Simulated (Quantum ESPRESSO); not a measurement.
Ta:

```
Ta
1.0
    -1.65128    1.65128    1.65128
     1.65128   -1.65128    1.65128
     1.65128    1.65128   -1.65128
Ta
1
Direct
  0.00000 0.00000 0.00000
```

| Property | Result |
| --- | --- |
| Program | Quantum ESPRESSO 7.5 |
| Task | phonons and electron-phonon coupling |
| Functional | PBE |
| Potentials or basis | SPMS 1.0 PBE |
| Cutoff | 707 eV |
| Density cutoff | 2830 eV |
| k mesh | 12 × 12 × 12 |
| Occupations | methfessel-paxton, width 0.272 eV |
| Spin | no spin polarisation |
| Mixing beta | 0.5 |
| Most SCF iterations | 120 |
| SCF threshold | 2e-10 Ry |
| q mesh | 4 × 4 × 4 |

The cell and the atoms were relaxed first, to 18.24 Å³/atom (a = 2.872 Å, b = 2.872 Å, c = 2.872 Å, α = 109.47°, β = 109.47°, γ = 109.47°), and the response was taken there.

Levels for the coupling come from a 36 × 36 × 36 mesh; ten broadenings of the double delta from 0.07 to 0.68 eV; Tc from the McMillan formula in the Allen-Dynes form.

Task: How strong is the electron-phonon coupling, and what superconducting temperature follows?

Result: Over broadenings from 0.27 to 0.54 eV, λ lies between 1.00 and 1.10 and ω_log near 129 K, which gives Tc from 9.0 to 10.4 K at μ* = 0.10 and from 7.7 to 9.1 K at μ* = 0.13.

Electron-phonon coupling by broadening of the double delta (levels on a 36 × 36 × 36 mesh):
| broadening (eV) | λ | N(E_F) (states/eV a spin and cell) | ω_log (K) | Tc, μ* 0.10 (K) | Tc, μ* 0.13 (K) |
| --- | --- | --- | --- | --- | --- |
| 0.07 | 1.01 | 0.639 | 123 | 8.7 | 7.5 |
| 0.14 | 1.07 | 0.655 | 128 | 9.8 | 8.6 |
| 0.20 | 1.10 | 0.668 | 129 | 10.3 | 9.0 |
| 0.27 | 1.10 | 0.671 | 129 | 10.4 | 9.1 |
| 0.34 | 1.09 | 0.665 | 129 | 10.2 | 8.9 |
| 0.41 | 1.06 | 0.653 | 129 | 9.8 | 8.5 |
| 0.48 | 1.03 | 0.639 | 129 | 9.4 | 8.2 |
| 0.54 | 1.00 | 0.624 | 129 | 9.0 | 7.7 |
| 0.61 | 0.97 | 0.609 | 129 | 8.6 | 7.3 |
| 0.68 | 0.95 | 0.594 | 129 | 8.2 | 7.0 |

Coupling and linewidth of each mode at the computed q points (broadening 0.27 eV):
| q | cm⁻¹ | λ of the modes | linewidths (GHz) |
| --- | --- | --- | --- |
| (0.00, 0.00, 0.25) | 58 74 108 | 0.43 0.22 0.30 | 11 9 27 |
| (0.00, 0.00, -0.50) | 87 132 140 | 0.38 0.62 0.13 | 23 84 20 |
| (0.00, 0.25, 0.25) | 88 96 141 | 0.39 0.43 0.23 | 24 31 35 |
| (0.25, 0.25, 0.25) | 118 118 118 | 0.48 0.48 0.50 | 53 53 54 |
| (0.25, 0.25, -0.25) | 101 101 139 | 0.36 0.36 0.27 | 29 29 41 |
| (0.25, -0.50, -0.50) | 106 133 151 | 0.48 0.36 0.09 | 42 49 17 |
| (-0.50, -0.50, -0.50) | 162 162 162 | 0.12 0.12 0.12 | 25 24 24 |

The same from a weighted sum over the computed q points, without interpolation:
| broadening (eV) | λ | ω_log (K) | Tc, μ* 0.10 (K) | Tc, μ* 0.13 (K) |
| --- | --- | --- | --- | --- |
| 0.07 | 0.89 | 145 | 8.3 | 6.9 |
| 0.14 | 0.96 | 146 | 9.6 | 8.2 |
| 0.20 | 0.99 | 146 | 10.1 | 8.7 |
| 0.27 | 1.00 | 146 | 10.2 | 8.7 |
| 0.34 | 0.99 | 146 | 10.0 | 8.5 |
| 0.41 | 0.96 | 146 | 9.6 | 8.2 |
| 0.48 | 0.94 | 146 | 9.2 | 7.8 |
| 0.54 | 0.91 | 145 | 8.7 | 7.3 |
| 0.61 | 0.89 | 145 | 8.3 | 6.9 |
| 0.68 | 0.86 | 145 | 7.8 | 6.5 |

The smallest broadenings aren't converged on these meshes, and μ* is assumed, not computed; spin fluctuations are left out.

Caveat: λ from interpolated matrix elements is rough: modes that symmetry makes equal can differ by tens of percent.
